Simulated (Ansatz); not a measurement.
RuO₂:
Space group P4₂/mnm (No. 136); a = 4.465 Å, b = 4.465 Å, c = 3.093 Å, α = 90.00°, β = 90.00°, γ = 90.00°

```csv
atom,site,symmetry,x,y,z
Ru,2a,m.mm,0.0000,0.0000,0.0000
O,4f,m.2m,0.3061,0.3061,0.0000
```

Relaxed at zero pressure with PBEsol (plane waves, PAW; program Ansatz).

Question: The volume is raised by 6 % and shape and atoms relax at that volume. What pressure results, and how do the axes share the change?

Answer: -14.1 GPa; a 2.4 %, b 2.4 %, c 1.0 %; the energy rises by 29 meV/atom.

Question: Give the new structure.

Answer: 
Space group P4₂/mnm (No. 136); a = 4.5743 Å, b = 4.5743 Å, c = 3.1238 Å, α = 90.00°, β = 90.00°, γ = 90.00°

```csv
atom,site,symmetry,x,y,z
Ru,2a,m.mm,0.0000,0.0000,0.0000
O,4f,m.2m,0.3062,0.3062,0.0000
```

The phase is kept; no other phase was compared at this pressure.

Space group P4_2/mnm (rutile). The PBEsol relaxation kept the symmetry of its start; of distortions, only those at the zone centre were tested. The run is not spin-polarised.

Potentials: the later of the program's two PAW sets.
